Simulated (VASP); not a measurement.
# Be: convergence, density of states

Be, Im-3m (no. 229), 1 atom in the cell. PBEsol; PAW potentials Be (PBE set). VASP 6.6.1.

Wanted: density of states by 0.5 eV bins within 8 %; centre of the states within 12 eV below the valence top within 0.03 eV; states at the Fermi level within 8 %.

What the run is for: density of states; Accuracy asked: standard; k mesh of the density: 17 × 17 × 17.

POSCAR:
```
Be
1.0
   -1.2531209513      1.2531209513      1.2531209513
    1.2531209513     -1.2531209513      1.2531209513
    1.2531209513      1.2531209513     -1.2531209513
Be
1
Direct
    0.0000000000      0.0000000000      0.0000000000
```

The series start from Plane-wave cutoff (eV): 290; k-point mesh: 20 × 20 × 20; Energy points (NEDOS): 2001; Occupations for the DOS: ISMEAR=-5; Electronic threshold (eV): 1e-6; Precision mode (PREC): Accurate. Each series keeps the choices made before it, and each single choice may use up half of a tolerance. Times cover all steps of a run.

## Plane-wave cutoff (eV)

| Plane-wave cutoff (eV) | Density of states by 0.5 eV bins, largest deviation against the largest value | Centre of the states within 12 eV below the valence top (eV) | States at the Fermi level (states/eV/atom) | Time (s) |
|---|---|---|---|---|
| 200 | 2 % | -5.950 | 0.1181 | 23 |
| 250 | 0.27 % | -5.944 | 0.117 | 24 |
| 290 | 0.022 % | -5.941 | 0.1172 | 23 |
| 320 | 0.13 % | -5.941 | 0.1172 | 27 |
| 400 | 0.13 % | -5.941 | 0.1172 | 27 |
| 500 (reference) | 0 % | -5.941 | 0.1172 | 29 |

Chosen: 200, the loosest value from which every tighter one stays within half of the tolerance.

## k-point mesh

| k-point mesh | Density of states by 0.5 eV bins, largest deviation against the largest value | Centre of the states within 12 eV below the valence top (eV) | States at the Fermi level (states/eV/atom) | Time (s) |
|---|---|---|---|---|
| 8 × 8 × 8 | 19 % | -6.105 | 0.1015 | 6.4 |
| 11 × 11 × 11 | 15 % | -6.018 | 0.1178 | 8.0 |
| 13 × 13 × 13 | 13 % | -5.995 | 0.1099 | 11 |
| 17 × 17 × 17 | 4.6 % | -5.967 | 0.1225 | 16 |
| 20 × 20 × 20 | 5.6 % | -5.950 | 0.1181 | 23 |
| 24 × 24 × 24 | 2 % | -5.941 | 0.1188 | 39 |
| 30 × 30 × 30 | crashed | crashed | crashed | 49 |
| 36 × 36 × 36 (reference) | 0 % | -5.913 | 0.116 | 127 |

Chosen: 36 × 36 × 36; the next looser run gave no result to compare.

VASP's message at the runs that stop: EDDAV: Call to ZHEGV failed. Returncode = 1 2 14.

## Energy points (NEDOS)

| Energy points (NEDOS) | Density of states by 0.5 eV bins, largest deviation against the largest value | Centre of the states within 12 eV below the valence top (eV) | States at the Fermi level (states/eV/atom) | Time (s) |
|---|---|---|---|---|
| 301 | 1.5 % | -5.930 | 0.1161 | 124 |
| 501 | 0.24 % | -5.920 | 0.1152 | 121 |
| 1001 | 0.071 % | -5.911 | 0.117 | 129 |
| 2001 | 0.047 % | -5.913 | 0.116 | 127 |
| 4001 (reference) | 0 % | -5.914 | 0.1156 | 161 |

Chosen: 501.

## Occupations for the DOS

| Occupations for the DOS | Density of states by 0.5 eV bins, largest deviation against the largest value | Centre of the states within 12 eV below the valence top (eV) | States at the Fermi level (states/eV/atom) | Time (s) |
|---|---|---|---|---|
| ISMEAR=-5 | 0 % | -5.920 | 0.1152 | 121 |
| ISMEAR=-4 | 0 % | -5.920 | 0.1152 | 125 |
| ISMEAR=0 SIGMA=0.05 | 6.2 % | -5.920 | 0.1013 | 27 |
| ISMEAR=0 SIGMA=0.1 | 5 % | -5.916 | 0.0992 | 25 |
| ISMEAR=-15 SIGMA=0.025 | 0.26 % | -5.918 | 0.1152 | 149 |
| ISMEAR=1 SIGMA=0.1 | 6.5 % | -5.924 | 0.099 | 24 |

Chosen: ISMEAR=-5; no other choice that stays within half of the tolerance saves 30 % of the time.

## Electronic threshold (eV)

| Electronic threshold (eV) | Density of states by 0.5 eV bins, largest deviation against the largest value | Centre of the states within 12 eV below the valence top (eV) | States at the Fermi level (states/eV/atom) | Time (s) |
|---|---|---|---|---|
| 0.001 | 0 % | -5.920 | 0.1152 | 110 |
| 0.0001 | 0 % | -5.920 | 0.1152 | 117 |
| 1e-5 | 0 % | -5.920 | 0.1152 | 116 |
| 1e-6 (reference) | 0 % | -5.920 | 0.1152 | 121 |

Chosen: 0.001.

## Precision mode (PREC)

| Precision mode (PREC) | Density of states by 0.5 eV bins, largest deviation against the largest value | Centre of the states within 12 eV below the valence top (eV) | States at the Fermi level (states/eV/atom) | Time (s) |
|---|---|---|---|---|
| Normal | 0.024 % | -5.920 | 0.1152 | 107 |
| Accurate (reference) | 0 % | -5.920 | 0.1152 | 110 |

Chosen: Normal.

## All choices together

| Input | Density of states by 0.5 eV bins, largest deviation against the largest value | Centre of the states within 12 eV below the valence top (eV) | States at the Fermi level (states/eV/atom) | Time (s) |
|---|---|---|---|---|
| defaults for smearing, thresholds and mesh (naive) | 81 % | -5.809 | 0.1913 | 5.7 |
| chosen settings | 2 % | -5.920 | 0.1152 | 107 |
| reference settings throughout | 0 % | -5.904 | 0.1156 | 158 |

The chosen settings stay within the tolerance of the reference run, but the reference itself isn't shown to be converged in: k-point mesh.

## The input

INCAR.step1:
```
SYSTEM = Be
ALGO = Normal
EDIFF = 0.001
ENCUT = 200
GGA = PS
GGA_COMPAT = .FALSE.
ISMEAR = 1
LASPH = .TRUE.
LCHARG = .TRUE.
LREAL = .FALSE.
LWAVE = .FALSE.
NBANDS = 15
NELM = 120
PREC = Normal
SIGMA = 0.1
```

INCAR.step2, as INCAR.step1 but for:
```
- ISMEAR = 1
- LCHARG = .TRUE.
- SIGMA = 0.1
+ EMAX = 15.9856
+ EMIN = -9.0144
+ ICHARG = 11
+ ISMEAR = -5
+ LCHARG = .FALSE.
+ LORBIT = 11
+ NEDOS = 501
```

KPOINTS.step1:
```
k-points
0
Gamma
  17 17 17
```

KPOINTS.step2:
```
Automatic mesh
0
Gamma
  36 36 36
  0 0 0
```

Commands (each step's output is kept before the next begins):
```
cat potpaw_PBE.64/Be/POTCAR > POTCAR
cp INCAR.step1 INCAR
cp KPOINTS.step1 KPOINTS
mpirun -np 1 vasp_std > vasp.out
cp INCAR.step2 INCAR
cp KPOINTS.step2 KPOINTS
mpirun -np 1 vasp_std > vasp.out
```

The chosen input took VASP 6.6.1 107 s on 1 core (Intel Xeon Platinum 8175M @ 2.50GHz (Skylake/Cascade Lake)), a shared host.

## An input that fails: tetrahedra on too few k points

VASP's message: IBZKPT: tetrahedron method fails for NKPT<4. NKPT = 1.

k mesh: 20 × 20 × 20 becomes 1 × 1 × 1.

Changes against the starting input:
```
(step 2)
- NELM = 120
+ NELM = 58
```
